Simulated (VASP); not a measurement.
# TlBr (Pm-3m) in VASP: notebook

Runs on TlBr. Level: PBE+D3(BJ). Tasks: single point, relaxation of cell and atoms.

All numbers are computed with VASP 6.6.1; they aren't measurements. Logs are shortened: lines on timing, memory, paths and dates and some standing lists are left out, and cuts for length are marked.

### Step 1. Starting point

It takes space group Pm-3m (No. 221, cubic). The conventional cell has a = 3.974 Å, b = 3.974 Å, c = 3.974 Å, α = 90.00°, β = 90.00°, γ = 90.00°. Tl (site symmetry m-3m) has 8 Br at 3.44 Å as nearest neighbours. Br (site symmetry m-3m) has 8 Tl at 3.44 Å as nearest neighbours.

### Step 2. Single point, PBE+D3(BJ)

INCAR

```
SYSTEM = TlBr
PREC = Accurate
ENCUT = 520
EDIFF = 1E-6
ISMEAR = 0
SIGMA = 0.02
LREAL = .False.
LASPH = .True.
NELM = 100
ALGO = Normal
ISIF = 2
LWAVE = .False.
LCHARG = .False.
GGA = PE
IVDW = 12
NBANDS = 17
```

KPOINTS

```
regular mesh
0
Gamma
  8 8 8
  0 0 0
```

POSCAR

```
TlBr
1.0
    3.9739802841      0.0000000000      0.0000000000
    0.0000000000      3.9739802841      0.0000000000
    0.0000000000      0.0000000000      3.9739802841
Tl Br
1 1
Direct
    0.0000000000      0.0000000000      0.0000000000
    0.5000000000      0.5000000000      0.5000000000
```

Potentials or basis: VASP PAW PBE potentials, release 64 (Tl_d, Br).

On the command line:

```
$ cat potpaw_PBE.64/Tl_d/POTCAR potpaw_PBE.64/Br/POTCAR > POTCAR
$ mpirun -np 1 vasp_std > vasp.out
```

OUTCAR:

```text
SYSTEM = TlBr
   PREC = Accurate
   ENCUT = 520
   EDIFF = 1E-6
   ISMEAR = 0
   LREAL = .False.
   LASPH = .True.
   NELM = 100
   ISIF = 2
   GGA = PE
   IVDW = 12
 IVDW          = 12

 ion  position               nearest neighbor table
   1  0.000  0.000  0.000-   2 3.44   2 3.44   2 3.44   2 3.44   2 3.44   2 3.44   2 3.44   2 3.44

   2  0.500  0.500  0.500-   1 3.44   1 3.44   1 3.44   1 3.44   1 3.44   1 3.44   1 3.44   1 3.44

  LATTYP: Found a simple cubic cell.
 ALAT       =     3.9739802841

  Lattice vectors:

 A1 = (   3.9739802841,   0.0000000000,   0.0000000000)
 A2 = (   0.0000000000,   3.9739802841,   0.0000000000)
 A3 = (   0.0000000000,   0.0000000000,   3.9739802841)

Analysis of symmetry for initial positions (statically):
=====================================================================
 Subroutine PRICEL returns:
 Original cell was already a primitive cell.

 Routine SETGRP: Setting up the symmetry group for a
 simple cubic supercell.

 Subroutine GETGRP returns: Found 48 space group operations
 (whereof 48 operations were pure point group operations)
 out of a pool of 48 trial point group operations.

The static configuration has the point symmetry O_h .

Analysis of symmetry for dynamics (positions and initial velocities):
=====================================================================
 Subroutine PRICEL returns:
 Original cell was already a primitive cell.

 Routine SETGRP: Setting up the symmetry group for a
 simple cubic supercell.

 Subroutine GETGRP returns: Found 48 space group operations
 (whereof 48 operations were pure point group operations)
 out of a pool of 48 trial point group operations.

The dynamic configuration has the point symmetry O_h .

 Subroutine INISYM returns: Found 48 space group operations
 (whereof 48 operations are pure point group operations),
 and found     1 'primitive' translations

----------------------------------------------------------------------------------------

                                     Primitive cell

  volume of cell :      62.7592

  direct lattice vectors                    reciprocal lattice vectors
     3.973980284  0.000000000  0.000000000     0.251636880  0.000000000  0.000000000
     0.000000000  3.973980284  0.000000000     0.000000000  0.251636880  0.000000000
     0.000000000  0.000000000  3.973980284     0.000000000  0.000000000  0.251636880

  length of vectors
     3.973980284  3.973980284  3.973980284     0.251636880  0.251636880  0.251636880

  position of ions in fractional coordinates (direct lattice)
     0.000000000  0.000000000  0.000000000
     0.500000000  0.500000000  0.500000000

  ion indices of the primitive-cell ions
   primitive index   ion index
                 1           1
                 2           2

----------------------------------------------------------------------------------------

 KPOINTS: regular mesh

Automatic generation of k-mesh.
 Grid dimensions read from file:
 generate k-points for:    8    8    8

 Generating k-lattice:

  Cartesian coordinates                     Fractional coordinates (reciprocal lattice)
     0.031454610  0.000000000  0.000000000     0.125000000  0.000000000  0.000000000
     0.000000000  0.031454610  0.000000000     0.000000000  0.125000000  0.000000000
     0.000000000  0.000000000  0.031454610     0.000000000  0.000000000  0.125000000

  Length of vectors
     0.031454610  0.031454610  0.031454610

  Shift w.r.t. Gamma in fractional coordinates (k-lattice)
     0.000000000  0.000000000  0.000000000

 Subroutine IBZKPT returns following result:
 ===========================================

 Found     35 irreducible k-points:

 Following reciprocal coordinates:
            Coordinates               Weight
  0.000000  0.000000  0.000000      1.000000
  0.125000  0.000000  0.000000      6.000000
  0.250000  0.000000  0.000000      6.000000
  0.375000  0.000000  0.000000      6.000000
  0.500000  0.000000  0.000000      3.000000
  0.125000  0.125000  0.000000     12.000000
[... 16 lines left out ...]
  0.375000  0.375000  0.125000     24.000000
  0.500000  0.375000  0.125000     24.000000
 [... further k-points ...]
   k-points           NKPTS =     35   k-points in BZ     NKDIM =     35   number of bands    NBANDS=     17
   number of dos      NEDOS =    301   number of ions     NIONS =      2
   total plane-waves  NPLWV =  27000
   dimension x,y,z NGX =    30 NGY =   30 NGZ =   30
   dimension x,y,z NGXF=    60 NGYF=   60 NGZF=   60
   ions per type =               1   1
   NGX,Y,Z   is equivalent  to a cutoff of  12.55, 12.55, 12.55 a.u.
   NGXF,Y,Z  is equivalent  to a cutoff of  25.10, 25.10, 25.10 a.u.
 SYSTEM =  TlBr
   PREC   = accura    normal or accurate (medium, high low for compatibility)
   ISTART =      0    job   : 0-new  1-cont  2-samecut
   ICHARG =      2    charge: 1-file 2-atom 10-const
   ISPIN  =      1    spin polarized calculation?
   LNONCOLLINEAR =      F non collinear calculations
   LSORBIT =      F    spin-orbit coupling
   LASPH  =      T    aspherical Exc in radial PAW
   ENCUT  =  520.0 eV  38.22 Ry    6.18 a.u.   7.39  7.39  7.39*2*pi/ulx,y,z
   NELM   =    100;   NELMIN=  2; NELMDL= -5     # of ELM steps
   EDIFF  = 0.1E-05   stopping-criterion for ELM
   LREAL  =      F    real-space projection
   EDIFFG = 0.1E-04   stopping-criterion for IOM
   NSW    =      0    number of steps for IOM
   IBRION =     -1    ionic relax: 0-MD 1-quasi-New 2-CG
   NFREE  =      0    steps in history (QN), initial steepest desc. (CG)
   ISIF   =      2    stress and relaxation
   ISYM   =      2    0-nonsym 1-usesym 2-fastsym
   POTIM  = 0.5000    time-step for ionic-motion
   TEBEG  =    0.0;   TEEND  =   0.0 temperature during run
   PSTRESS=    0.0 pullay stress
   NELECT =      20.0000    total number of electrons
   NUPDOWN=      -1.0000    fix difference up-down
   EMIN   =  10.00;   EMAX   =-10.00  energy-range for DOS
   EFERMI =   0.00;   METHOD = LEGACY
   ISMEAR =     0;   SIGMA  =   0.02  broadening in eV -4-tet -1-fermi 0-gaus
   EFERMI_NEDOS =   21; number of points for ismear=-14 and -15
   IALGO  =     38    algorithm
   IMIX   =      4    mixing-type and parameters
     AMIX     =   0.40;   BMIX     =  1.00
     AMIX_MAG =   1.60;   BMIX_MAG =  1.00
  volume/ion in A,a.u.               =      31.38       211.76
  Fermi-wavevector in a.u.,A,eV,Ry     =   1.118216  2.113122 17.012827  1.250408
  Thomas-Fermi vector in A             =   2.254845
   LORBIT       =      0    0 simple, 1 ext, 2 COOP (PROOUT), +10 PAW based schemes
   GGA     = PE    functional components
   LHFCALC =     F    Hartree Fock is set to
   AEXX    =    0.0000 exact exchange contribution
   IVDW    =    12    specifies the selected vdW correction
   LEPSILON=     F    determine dielectric tensor
   LRPA    =     F    only Hartree local field effects (RPA)
 non-spin polarized calculation
 Gauss-broadening in eV      SIGMA  =   0.02
  energy-cutoff  :      520.00
  volume of cell :       62.76
 maximum number of plane-waves:      1743
 NGX is ok and might be reduce to    30
   NGX = 15   NGY = 15   NGZ = 15

 number of electron      20.0000004 magnetization

 Free energy of the ion-electron system (eV)
  ---------------------------------------------------
  ext. energy  EPLUGINS =         0.00000000
  ---------------------------------------------------
  free energy    TOTEN  =        -5.53036217 eV

  energy without entropy =       -5.53036217  energy(sigma->0) =       -5.53036217

 E-fermi :   2.5957     XC(G=0):  -8.9912

 val. band max:        2.4314024524   @ k =   0.5000   0.0000   0.0000
 cond. band min:       4.2809561197   @ k =   0.5000   0.0000   0.0000
 fundamental gap:      1.8495536673
 Fermi energy:         2.5957349997

 k-point     1 :       0.0000    0.0000    0.0000
  band No.  band energies     occupation
      1     -11.3309      2.00000
      2      -7.6825      2.00000
      3      -7.6825      2.00000
      4      -7.5035      2.00000
      5      -7.5035      2.00000
      6      -7.5035      2.00000
[... 9 lines left out ...]
     16      13.6311      0.00000
     17      15.8794      0.00000

 k-point     2 :       0.1250    0.0000    0.0000
  band No.  band energies     occupation
      1     -11.2976      2.00000
      2      -7.6810      2.00000
      3      -7.6629      2.00000
      4      -7.5126      2.00000
      5      -7.5126      2.00000
      6      -7.5027      2.00000
[... 9 lines left out ...]
     16      14.5155      0.00000
     17      15.6236      0.00000

 k-point     3 :       0.2500    0.0000    0.0000
  band No.  band energies     occupation
      1     -11.2148      2.00000
      2      -7.6772      2.00000
      3      -7.6165      2.00000
      4      -7.5344      2.00000
      5      -7.5344      2.00000
      6      -7.5007      2.00000
[... 9 lines left out ...]
     16      14.5159      0.00000
     17      15.6659      0.00000

 k-point     4 :       0.3750    0.0000    0.0000
  band No.  band energies     occupation
      1     -11.1279      2.00000
      2      -7.6735      2.00000
      3      -7.5719      2.00000
      4      -7.5559      2.00000
      5      -7.5559      2.00000
      6      -7.4988      2.00000
[... 9 lines left out ...]
     16      13.9951      0.00000
     17      15.9490      0.00000
[... 343 lines left out ...]
      1     -11.0126      2.00000
      2      -7.6101      2.00000
      3      -7.5789      2.00000
      4      -7.5344      2.00000
      5      -7.5261      2.00000
      6      -7.5070      2.00000
[... 9 lines left out ...]
     16      13.3093      0.00000
     17      15.5421      0.00000

 k-point    23 :       0.3750    0.3750    0.1250
  band No.  band energies     occupation
      1     -10.9893      2.00000
      2      -7.5959      2.00000
      3      -7.5667      2.00000
      4      -7.5545      2.00000
      5      -7.5204      2.00000
      6      -7.4873      2.00000
[... 9 lines left out ...]
     16      13.3602      0.00000
     17      14.7753      0.00000

 k-point    24 :       0.5000    0.3750    0.1250
  band No.  band energies     occupation
      1     -10.9682      2.00000
      2      -7.5908      2.00000
      3      -7.5698      2.00000
      4      -7.5534      2.00000
      5      -7.5224      2.00000
      6      -7.4688      2.00000
[... 9 lines left out ...]
     16      13.3422      0.00000
     17      15.0839      0.00000

 [... further k-points ...]

------------------------ aborting loop because EDIFF is reached ----------------------------------------

 Edisp (eV)   -0.55020

 E8    (eV) :    -0.2584

  FORCE on cell =-STRESS in cart. coord.  units (eV):
  Direction    XX          YY          ZZ          XY          YZ          ZX
  --------------------------------------------------------------------------------------
  -------------------------------------------------------------------------------------
  Total       0.01348     0.01348     0.01348    -0.00000     0.00000    -0.00000
  in kB       0.34417     0.34417     0.34417    -0.00000     0.00000    -0.00000
  external pressure =        0.34 kB  Pullay stress =        0.00 kB

 VOLUME and BASIS-vectors are now :
 -----------------------------------------------------------------------------
  energy-cutoff  :      520.00
  volume of cell :       62.76
      direct lattice vectors                 reciprocal lattice vectors
     3.973980284  0.000000000  0.000000000     0.251636880  0.000000000  0.000000000
     0.000000000  3.973980284  0.000000000     0.000000000  0.251636880  0.000000000
     0.000000000  0.000000000  3.973980284     0.000000000  0.000000000  0.251636880

 POSITION                                       TOTAL-FORCE (eV/Angst)
 -----------------------------------------------------------------------------------
      0.00000      0.00000      0.00000         0.000000      0.000000      0.000000
      1.98699      1.98699      1.98699         0.000000      0.000000      0.000000
 -----------------------------------------------------------------------------------
    total drift:                                0.000000     -0.000000     -0.000000

  FREE ENERGIE OF THE ION-ELECTRON SYSTEM (eV)
  ---------------------------------------------------
  free  energy   TOTEN  =        -6.0805621783 eV

  energy  without entropy=       -6.0805621783  energy(sigma->0) =       -6.08056218
```

Run time: 18 s. Hardware: 1 thread of Intel Xeon Platinum 8488C (Sapphire Rapids), shared host; peak memory 0.2 GiB.

Results:

- Free energy: -6.0806 eV
- Pressure: 0.0 GPa
- Band gap on the k mesh: 1.85 eV, direct
- Dispersion energy per atom: -0.275 eV

Levels at points of the mesh, in eV from the valence-band top:
| k point | band 7 | band 8 | band 9 | band 10 | band 11 | band 12 | band 13 | band 14 |
| --- | --- | --- | --- | --- | --- | --- | --- | --- |
| (0.00, 0.00, 0.00) | -4.66 | -1.32 | -1.32 | -1.32 | 7.00 | 7.00 | 7.25 | 7.25 |
| (0.50, 0.00, 0.00) | -5.56 | -0.82 | -0.82 | 0.00 | 1.85 | 5.77 | 5.77 | 7.99 |
| (0.50, 0.50, 0.00) | -3.76 | -2.96 | -2.96 | -0.73 | 4.88 | 4.88 | 7.40 | 7.69 |
| (0.50, 0.50, 0.50) | -2.75 | -1.94 | -1.94 | -1.94 | 2.13 | 2.13 | 2.13 | 12.85 |

Caveat: spin-orbit coupling is left out, which as a rule narrows the gap of such compounds by several tenths of an eV. A k mesh can miss the band edges.

### Step 3. Relaxation of cell and atoms, PBE+D3(BJ)

This run uses another cell than the first one, of 31.29 Å³/atom, 0.997 times its volume.

INCAR

```
SYSTEM = TlBr
PREC = Accurate ; ENCUT = 600
EDIFF = 1E-6 ; ISMEAR = 0
SIGMA = 0.02 ; LREAL = .FALSE.
LASPH = .TRUE. ; NELM = 100
ALGO = Fast ; ISIF = 3
LWAVE = .FALSE. ; LCHARG = .FALSE.
GGA = PE ; IVDW = 12
IBRION = 2 ; NSW = 70
EDIFFG = -0.02
```

KPOINTS

```
Automatic mesh
0
G
  8 8 8
  0 0 0
```

POSCAR

```
TlBr
1.0
    3.9700000000      0.0000000000      0.0000000000
    0.0000000000      3.9700000000      0.0000000000
    0.0000000000      0.0000000000      3.9700000000
Tl Br
1 1
Direct
    0.0000000000      0.0000000000      0.0000000000
    0.5000000000      0.5000000000      0.5000000000
```

Potentials or basis: VASP PAW PBE potentials, release 64 (Tl_d, Br).

On the command line:

```
$ cat potpaw_PBE.64/Tl_d/POTCAR potpaw_PBE.64/Br/POTCAR > POTCAR
$ mpirun -np 1 vasp_std > vasp.out
```

Wall time 21 s (1 thread of Intel Xeon Platinum 8488C (Sapphire Rapids), shared host); peak memory 0.21 GiB.

The run converged. Its results:

```
Free energy                            : -6.0805 eV
Relaxed volume                         : 31.39 Å³/atom
Relaxed cell                           : a = 3.974 Å, b = 3.974 Å, c = 3.974 Å, α = 90.00°, β = 90.00°, γ = 90.00°
Space group after relaxing (to 0.05 Å) : Pm-3m (No. 221)
Energy gained by relaxing              : 0.1 meV/atom
Ionic steps                            : 2
Pressure after relaxing                : 0.1 GPa
Band gap on the k mesh                 : 1.85 eV, direct
Dispersion energy per atom             : -0.275 eV
```

Step by step:
| step | energy change (eV) | largest force (eV/Å) | pressure (GPa) | volume (Å³) |
| --- | --- | --- | --- | --- |
| 1 | 0.0000 | 0.0000 | 0.11 | 62.57 |
| 2 | -0.0001 | 0.0000 | 0.05 | 62.77 |

Final structure:
```
Tl Br
1.0
     3.97428    0.00000    0.00000
     0.00000    3.97428    0.00000
     0.00000    0.00000    3.97428
Tl Br
1 1
Direct
  0.00000 0.00000 0.00000
  0.50000 0.50000 0.50000
```

Levels at points of the mesh, in eV from the valence-band top:
```
           k point  band 7  band 8  band 9  band 10  band 11  band 12  band 13  band 14
(0.00, 0.00, 0.00)   -4.66   -1.32   -1.32    -1.32     7.00     7.00     7.24     7.24
(0.50, 0.00, 0.00)   -5.56   -0.82   -0.82     0.00     1.85     5.77     5.77     7.99
(0.50, 0.50, 0.00)   -3.76   -2.96   -2.96    -0.73     4.88     4.88     7.40     7.69
(0.50, 0.50, 0.50)   -2.75   -1.94   -1.94    -1.94     2.13     2.13     2.13    12.85
```

Caveat: spin-orbit coupling is left out, which as a rule narrows the gap of such compounds by several tenths of an eV. Zero-point motion and thermal expansion aren't in these numbers.
